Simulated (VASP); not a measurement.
# Rb (Fm-3m) in VASP: single point with LDA

Aim: the single point of Rb with LDA.

Program: VASP 6.6.1. These are calculated values, not measurements. Logs are shortened: lines on timing, memory, paths and dates and some standing lists are left out, and cuts for length are marked.

**1. The crystal as given**

It takes space group Fm-3m (No. 225, cubic). The conventional cell has a = 7.280 Å, b = 7.280 Å, c = 7.280 Å, α = 90.00°, β = 90.00°, γ = 90.00°.

This isn't the form of Rb at room conditions, which is bcc.

**2. Single point, LDA**

The input, INCAR:

```
SYSTEM = Rb
PREC = Accurate
ENCUT = 520
EDIFF = 1E-6
ISMEAR = 0
SIGMA = 0.1
LREAL = .FALSE.
LASPH = .TRUE.
NELM = 80
ALGO = Fast
ISIF = 2
LWAVE = .FALSE.
LCHARG = .TRUE.
LELF = .TRUE.
LVHAR = .TRUE.
NBANDS = 10
```

The input, KPOINTS:

```
regular mesh
0
G
  4 4 4
  0 0 0
```

The input, POSCAR:

```
Rb
1.0
    0.0000000000      3.6398846700      3.6398846700
    3.6398846700      0.0000000000      3.6398846700
    3.6398846700      3.6398846700      0.0000000000
Rb
1
Direct
    0.0000000000      0.0000000000      0.0000000000
```

Potentials or basis: VASP PAW LDA potentials, release 64 (Rb_sv).

Launch:

```
$ cat potpaw_LDA.64/Rb_sv/POTCAR > POTCAR
$ mpirun -np 1 vasp_std > vasp.out
```

OUTCAR:

```text
SYSTEM = Rb
   PREC = Accurate
   ENCUT = 520
   EDIFF = 1E-6
   ISMEAR = 0
   LREAL = .FALSE.
   LASPH = .TRUE.
   NELM = 80
   ISIF = 2

 ion  position               nearest neighbor table
   1  0.000  0.000  0.000-

  LATTYP: Found a face centered cubic cell.
 ALAT       =     7.2797693400

  Lattice vectors:

 A1 = (   0.0000000000,   3.6398846700,   3.6398846700)
 A2 = (   3.6398846700,   0.0000000000,   3.6398846700)
 A3 = (   3.6398846700,   3.6398846700,   0.0000000000)

Analysis of symmetry for initial positions (statically):
=====================================================================
 Subroutine PRICEL returns:
 Original cell was already a primitive cell.

 Routine SETGRP: Setting up the symmetry group for a
 face centered cubic supercell.

 Subroutine GETGRP returns: Found 48 space group operations
 (whereof 48 operations were pure point group operations)
 out of a pool of 48 trial point group operations.

The static configuration has the point symmetry O_h .

Analysis of symmetry for dynamics (positions and initial velocities):
=====================================================================
 Subroutine PRICEL returns:
 Original cell was already a primitive cell.

 Routine SETGRP: Setting up the symmetry group for a
 face centered cubic supercell.

 Subroutine GETGRP returns: Found 48 space group operations
 (whereof 48 operations were pure point group operations)
 out of a pool of 48 trial point group operations.

The dynamic configuration has the point symmetry O_h .

 Subroutine INISYM returns: Found 48 space group operations
 (whereof 48 operations are pure point group operations),
 and found     1 'primitive' translations

----------------------------------------------------------------------------------------

                                     Primitive cell

  volume of cell :      96.4479

  direct lattice vectors                    reciprocal lattice vectors
     0.000000000  3.639884670  3.639884670    -0.137366990  0.137366990  0.137366990
     3.639884670  0.000000000  3.639884670     0.137366990 -0.137366990  0.137366990
     3.639884670  3.639884670  0.000000000     0.137366990  0.137366990 -0.137366990

  length of vectors
     5.147574266  5.147574266  5.147574266     0.237926605  0.237926605  0.237926605

  position of ions in fractional coordinates (direct lattice)
[... 65 lines left out ...]
   NFREE  =      0    steps in history (QN), initial steepest desc. (CG)
   ISIF   =      2    stress and relaxation
   ISYM   =      2    0-nonsym 1-usesym 2-fastsym
   POTIM  = 0.5000    time-step for ionic-motion
   TEBEG  =    0.0;   TEEND  =   0.0 temperature during run
   PSTRESS=    0.0 pullay stress
   NELECT =       9.0000    total number of electrons
   NUPDOWN=      -1.0000    fix difference up-down
   EMIN   =  10.00;   EMAX   =-10.00  energy-range for DOS
   EFERMI =   0.00;   METHOD = LEGACY
   ISMEAR =     0;   SIGMA  =   0.10  broadening in eV -4-tet -1-fermi 0-gaus
   EFERMI_NEDOS =   21; number of points for ismear=-14 and -15
   IALGO  =     68    algorithm
   IMIX   =      4    mixing-type and parameters
     AMIX     =   0.40;   BMIX     =  1.00
     AMIX_MAG =   1.60;   BMIX_MAG =  1.00
  volume/ion in A,a.u.               =      96.45       650.86
  Fermi-wavevector in a.u.,A,eV,Ry     =   0.742548  1.403213  7.501953  0.551378
  Thomas-Fermi vector in A             =   1.837453
   LORBIT       =      0    0 simple, 1 ext, 2 COOP (PROOUT), +10 PAW based schemes
   GGA     = CA    functional components
   LHFCALC =     F    Hartree Fock is set to
   AEXX    =    0.0000 exact exchange contribution
   IVDW    =     0    specifies the selected vdW correction
   LEPSILON=     F    determine dielectric tensor
   LRPA    =     F    only Hartree local field effects (RPA)
 non-spin polarized calculation
 RMM-DIIS sequential band-by-band and
 Gauss-broadening in eV      SIGMA  =   0.10
  energy-cutoff  :      520.00
  volume of cell :       96.45
 maximum number of plane-waves:      2637
 NGX is ok and might be reduce to    40
   NGX = 19   NGY = 19   NGZ = 19

 number of electron       9.0000000 magnetization

 Free energy of the ion-electron system (eV)
  ---------------------------------------------------
  ext. energy  EPLUGINS =         0.00000000
  ---------------------------------------------------
  free energy    TOTEN  =        -0.98298192 eV

  energy without entropy =       -0.97102915  energy(sigma->0) =       -0.97700553

 E-fermi :  -0.1931     XC(G=0):  -5.5263

 val. band max:       -0.2283084915   @ k =   0.5000   0.0000   0.0000
 cond. band min:      -0.0996568977   @ k =   0.5000   0.2500   0.0000
 fundamental gap:      0.1286515938
 Fermi energy:        -0.1930869270

 k-point     1 :       0.0000    0.0000    0.0000
  band No.  band energies     occupation
      1     -29.1441      2.00000
      2     -13.2507      2.00000
      3     -13.2507      2.00000
      4     -13.2507      2.00000
      5      -2.2303      2.00000
      6       3.1353      0.00000
      7       3.1353      0.00000
      8       3.1353      0.00000
      9       4.3851      0.00000
     10       4.3851      0.00000
[... 79 lines left out ...]
 k-point     8 :      -0.2500    0.5000    0.2500
  band No.  band energies     occupation
      1     -29.1402      2.00000
      2     -13.3027      2.00000
      3     -13.3027      2.00000
      4     -13.2806      2.00000
      5       0.9058      0.00000
      6       1.1968      0.00000
      7       1.1968      0.00000
      8       1.9330      0.00000
      9       4.9154      0.00000
     10       4.9215      0.00000

------------------------ aborting loop because EDIFF is reached ----------------------------------------

  FORCE on cell =-STRESS in cart. coord.  units (eV):
  Direction    XX          YY          ZZ          XY          YZ          ZX
  --------------------------------------------------------------------------------------
  -------------------------------------------------------------------------------------
  Total       -0.2884813     -0.2884813     -0.2884813      0.0000000      0.0000000     -0.0000000
  in kB       -4.7922049     -4.7922049     -4.7922049      0.0000000      0.0000000     -0.0000000
  external PRESSURE =      -4.7922049 kB  Pullay stress =       0.0000000 kB

 VOLUME and BASIS-vectors are now :
 -----------------------------------------------------------------------------
  energy-cutoff  :      520.00
  volume of cell :       96.45
      direct lattice vectors                 reciprocal lattice vectors
     0.000000000  3.639884670  3.639884670    -0.137366990  0.137366990  0.137366990
     3.639884670  0.000000000  3.639884670     0.137366990 -0.137366990  0.137366990
     3.639884670  3.639884670  0.000000000     0.137366990  0.137366990 -0.137366990

 POSITION                                       TOTAL-FORCE (eV/Angst)
 -----------------------------------------------------------------------------------
      0.00000      0.00000      0.00000         0.000000      0.000000      0.000000
 -----------------------------------------------------------------------------------
    total drift:                               -0.000000     -0.000000     -0.000000

  FREE ENERGIE OF THE ION-ELECTRON SYSTEM (eV)
  ---------------------------------------------------
  free  energy   TOTEN  =        -0.9829819183 eV

  energy  without entropy=       -0.9710291460  energy(sigma->0) =       -0.97700553
```

OSZICAR:

```text
N       E                     dE             d eps       ncg     rms          rms(c)
DAV:   1     0.470179663269E+02    0.47018E+02   -0.34509E+03   160   0.665E+02
DAV:   2     0.210482353818E+01   -0.44913E+02   -0.44567E+02   186   0.120E+02
DAV:   3    -0.807932441858E+00   -0.29128E+01   -0.29075E+01   196   0.335E+01
DAV:   4    -0.981662599758E+00   -0.17373E+00   -0.17345E+00   232   0.704E+00
DAV:   5    -0.983200052504E+00   -0.15375E-02   -0.15374E-02   216   0.751E-01    0.104E+00
RMM:   6    -0.982814487614E+00    0.38556E-03   -0.11430E-03   190   0.215E-01    0.625E-01
RMM:   7    -0.982931564124E+00   -0.11708E-03   -0.24321E-03   205   0.299E-01    0.408E-02
RMM:   8    -0.982976448027E+00   -0.44884E-04   -0.24156E-04   235   0.860E-02    0.927E-03
RMM:   9    -0.982980312092E+00   -0.38641E-05   -0.47583E-05   247   0.300E-02    0.729E-03
RMM:  10    -0.982981588775E+00   -0.12767E-05   -0.10896E-05   236   0.147E-02    0.459E-03
RMM:  11    -0.982981918255E+00   -0.32948E-06   -0.27506E-06   189   0.755E-03
   1 F= -.98298192E+00 E0= -.97700553E+00  d E =-.119528E-01
```

Wall time 7.5 s (1 thread of Intel Xeon Platinum 8488C (Sapphire Rapids), shared host); peak memory 0.18 GiB.

What came out:

```
Free energy            : -0.9830 eV
Pressure               : -0.5 GPa
Band gap on the k mesh : none (metal or under the smearing width)
```

Levels at points of the mesh, in eV from the Fermi level:
```
           k point  band 2  band 3  band 4  band 5  band 6  band 7  band 8  band 9
(0.00, 0.00, 0.00)  -13.06  -13.06  -13.06   -2.04    3.33    3.33    3.33    4.58
(0.50, 0.00, 0.00)  -13.14  -13.07  -13.07   -0.04    0.56    3.15    3.15    5.07
(0.50, 0.50, 0.00)  -13.13  -13.09  -13.09    0.53    1.23    1.68    4.16    4.16
```

Caveat: the k mesh is coarse (spacing up to 0.37 Å⁻¹), so the values aren't converged.
